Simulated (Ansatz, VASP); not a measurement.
## Te2Mo: VASP beside Ansatz

```
Te Mo
1.0
     3.56023    0.00000    0.00000
    -1.78012    3.08325    0.00000
     0.00000    0.00000   17.52406
Te Mo
2 1
Cartesian
  0.0000 2.0555 15.7341
  0.0000 2.0555 1.7900
  0.0000 0.0000 0.0000
```

Alike in both runs: task single point; functional PBE; k mesh 6 × 6 × 1; occupations gaussian, width 0.1 eV; no spin polarisation.

|  | VASP | Ansatz |
| --- | --- | --- |
| version | VASP 6.6.1 | Ansatz 0.2.0 |
| potentials or method | VASP PAW PBE potentials, release 64 (Te, Mo_sv) | scalar-relativistic, plane waves, PAW |
| plane-wave cutoff (eV) | 520 | 420 |
| valence electrons in the cell | 26 | 46 |

|  | VASP | Ansatz | Ansatz less VASP |
| --- | --- | --- | --- |
| gap on the k mesh at the Fermi level (eV) | 1.05 | 1.05 | +0.001 |
| least direct gap on the mesh (eV) | 1.05 | 1.05 | +0.001 |
| rms of the force components (eV/Å) | 0.111 | 0.105 | -0.0067 |

Atom by atom the forces differ by 0.007 eV/Å (rms over components). The two sets of potentials don't hold the same shells in valence.

Caveats: spin-orbit coupling is left out, which moves the levels of the heavy elements. Expect the measured gap to be larger: semilocal functionals such as PBE lack the derivative discontinuity.
